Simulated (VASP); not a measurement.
# Settings for Sn: relaxation of the cell

Sn, Fd-3m (no. 227), 2 atoms in the cell. R2SCAN; PAW potentials Sn_d (PBE set). VASP 6.6.1.

Wanted: cell volume within 1 %; lattice lengths within 0.4 %; shortest distances from each atom, periodic images included within 0.02 Å.

What the run is for: cell; Accuracy asked: screening.

The series start from Plane-wave cutoff (eV): 360; Smearing width (eV): 0.1; k-point mesh: 8 × 8 × 8; Relaxation passes: 2; Ionic threshold (EDIFFG): -0.005; Electronic threshold (eV): 1e-6; Precision mode (PREC): Accurate; Relaxation algorithm: IBRION=2 POTIM=0.5. Each series keeps the choices made before it, and each single choice may use up half of a tolerance. Times cover all steps of a run.

## Plane-wave cutoff (eV)

| Plane-wave cutoff (eV) | Cell volume (Å³) | Lattice lengths, largest deviation against the largest value | Shortest distances from each atom, periodic images included, largest deviation (Å) | Time (s) |
|---|---|---|---|---|
| 240 | 69.27 | 0.72 % | 0.020 | 56 |
| 280 | 70.59 | 0.093 % | 0.003 | 89 |
| 310 | 70.14 | 0.31 % | 0.009 | 80 |
| 360 | 70.34 | 0.21 % | 0.006 | 109 |
| 420 | 70.84 | 0.023 % | 0.001 | 71 |
| 500 | 70.73 | 0.028 % | 0.001 | 108 |
| 620 (reference) | 70.79 | 0 % | 0.000 | 110 |

Chosen: 420, the loosest value from which every tighter one stays within half of the tolerance.

## Smearing width (eV)

| Smearing width (eV) | Cell volume (Å³) | Lattice lengths, largest deviation against the largest value | Shortest distances from each atom, periodic images included, largest deviation (Å) | Time (s) |
|---|---|---|---|---|
| 0.4 | 70.88 | 0.031 % | 0.001 | 67 |
| 0.3 | 70.86 | 0.019 % | 0.001 | 63 |
| 0.2 | 70.83 | 0.0071 % | 0.000 | 65 |
| 0.15 | 70.84 | 0.012 % | 0.000 | 69 |
| 0.1 | 70.84 | 0.011 % | 0.000 | 71 |
| 0.05 (reference) | 70.82 | 0 % | 0.000 | 70 |

Chosen: 0.4.

## k-point mesh

| k-point mesh | Cell volume (Å³) | Lattice lengths, largest deviation against the largest value | Shortest distances from each atom, periodic images included, largest deviation (Å) | Time (s) |
|---|---|---|---|---|
| 3 × 3 × 3 | 73.9 | 1.4 % | 0.040 | 30 |
| 4 × 4 × 4 | 71.7 | 0.4 % | 0.011 | 40 |
| 5 × 5 × 5 | 71.01 | 0.074 % | 0.002 | 47 |
| 7 × 7 × 7 | 70.9 | 0.022 % | 0.001 | 59 |
| 8 × 8 × 8 | 70.88 | 0.014 % | 0.000 | 67 |
| 10 × 10 × 10 (reference) | 70.85 | 0 % | 0.000 | 88 |

Chosen: 5 × 5 × 5.

## Relaxation passes

| Relaxation passes | Cell volume (Å³) | Lattice lengths, largest deviation against the largest value | Shortest distances from each atom, periodic images included, largest deviation (Å) | Time (s) |
|---|---|---|---|---|
| 1 | 71.01 | 0 % | 0.000 | 37 |
| 2 | 71.01 | 0 % | 0.000 | 47 |
| 3 (reference) | 71.01 | 0 % | 0.000 | 53 |

Chosen: 1.

## Ionic threshold (EDIFFG)

| Ionic threshold (EDIFFG) | Cell volume (Å³) | Lattice lengths, largest deviation against the largest value | Shortest distances from each atom, periodic images included, largest deviation (Å) | Time (s) |
|---|---|---|---|---|
| -0.05 | 71.01 | 0 % | 0.000 | 41 |
| -0.02 | 71.01 | 0 % | 0.000 | 34 |
| -0.01 | 71.01 | 0 % | 0.000 | 34 |
| -0.005 | 71.01 | 0 % | 0.000 | 37 |
| -0.002 (reference) | 71.01 | 0 % | 0.000 | 38 |

Chosen: -0.05.

## Electronic threshold (eV)

| Electronic threshold (eV) | Cell volume (Å³) | Lattice lengths, largest deviation against the largest value | Shortest distances from each atom, periodic images included, largest deviation (Å) | Time (s) |
|---|---|---|---|---|
| 0.0001 | 70.98 | 0.011 % | 0.000 | 29 |
| 1e-5 | 71.02 | 0.0028 % | 0.000 | 31 |
| 1e-6 | 71.01 | 0.00086 % | 0.000 | 41 |
| 1e-7 (reference) | 71.01 | 0 % | 0.000 | 38 |

Chosen: 0.0001.

## Precision mode (PREC)

| Precision mode (PREC) | Cell volume (Å³) | Lattice lengths, largest deviation against the largest value | Shortest distances from each atom, periodic images included, largest deviation (Å) | Time (s) |
|---|---|---|---|---|
| Normal | 70.94 | 0.019 % | 0.001 | 17 |
| Accurate (reference) | 70.98 | 0 % | 0.000 | 29 |

Chosen: Normal.

## Relaxation algorithm

| Relaxation algorithm | Cell volume (Å³) | Lattice lengths, largest deviation against the largest value | Shortest distances from each atom, periodic images included, largest deviation (Å) | Time (s) |
|---|---|---|---|---|
| IBRION=2 POTIM=0.5 | 70.94 | 0 % | 0.000 | 17 |
| IBRION=2 POTIM=0.2 | 70.84 | 0.048 % | 0.001 | 16 |
| IBRION=1 POTIM=0.5 | 70.92 | 0.013 % | 0.000 | 16 |
| IBRION=1 POTIM=0.2 | 70.86 | 0.039 % | 0.001 | 17 |

Chosen: IBRION=2 POTIM=0.5; no other choice that stays within half of the tolerance saves 30 % of the time.

## All choices together

| Input | Cell volume (Å³) | Lattice lengths, largest deviation against the largest value | Shortest distances from each atom, periodic images included, largest deviation (Å) | Time (s) |
|---|---|---|---|---|
| the program's defaults (naive) | 70.5 | 0.13 % | 0.004 | 8.3 |
| chosen settings | 70.94 | 0.077 % | 0.002 | 17 |
| reference settings throughout | 70.78 | 0 % | 0.000 | 244 |

The tolerance is met.

Values of the reference run: Lattice lengths: 4.643, 4.643, 4.643 Å; Shortest distances from each atom, periodic images included: 2.843, 2.843, 2.843, 2.843, 2.843, 2.843, 2.843, 2.843 Å.

## The input

INCAR.step1:
```
METAGGA = R2SCAN ; ISMEAR = 1
SIGMA = 0.4 ; LWAVE = False
LCHARG = False ; NSW = 80
PREC = Normal ; LASPH = True
LREAL = False ; ALGO = Normal
EDIFF = 1E-4 ; NELM = 120
GGA_COMPAT = False ; IBRION = 2
ISIF = 3 ; EDIFFG = -0.05
NELMIN = 4 ; ENCUT = 420
LMIXTAU = True ; KPAR = 8
POTIM = 0.5
```

INCAR.step2, as INCAR.step1 but for:
```
- NSW = 80
- IBRION = 2
- ISIF = 3
- EDIFFG = -0.05
- NELMIN = 4
- POTIM = 0.5
+ ISIF = 2
```

KPOINTS:
```
Automatic mesh
0
Gamma
  5 5 5
  0 0 0
```

POSCAR.step1:
```
Sn
1.0
    0.0000000000      3.2333428000      3.2333428000
    3.2333428000      0.0000000000      3.2333428000
    3.2333428000      3.2333428000      0.0000000000
Sn
2
Direct
    0.7500000000      0.7500000000      0.7500000000
    0.5000000000      0.5000000000      0.5000000000
```

Commands (each step's output is kept before the next begins):
```
cat potpaw_PBE.64/Sn_d/POTCAR > POTCAR
cp INCAR.step1 INCAR
cp POSCAR.step1 POSCAR
mpirun -np 8 vasp_std > vasp.out
cp CONTCAR POSCAR
cp INCAR.step2 INCAR
mpirun -np 8 vasp_std > vasp.out
```

The naive input happens to agree within the tolerance here, in 8.3 s.

The chosen input took VASP 6.6.1 17 s on 8 cores (Intel Xeon 6975P-C (Granite Rapids)), a shared host.

## An input that fails: too few ionic steps

It gives no converged result.

Changes against the starting input:
```
- NSW = 80
- NELM = 120
+ NSW = 2
+ NELM = 99
```
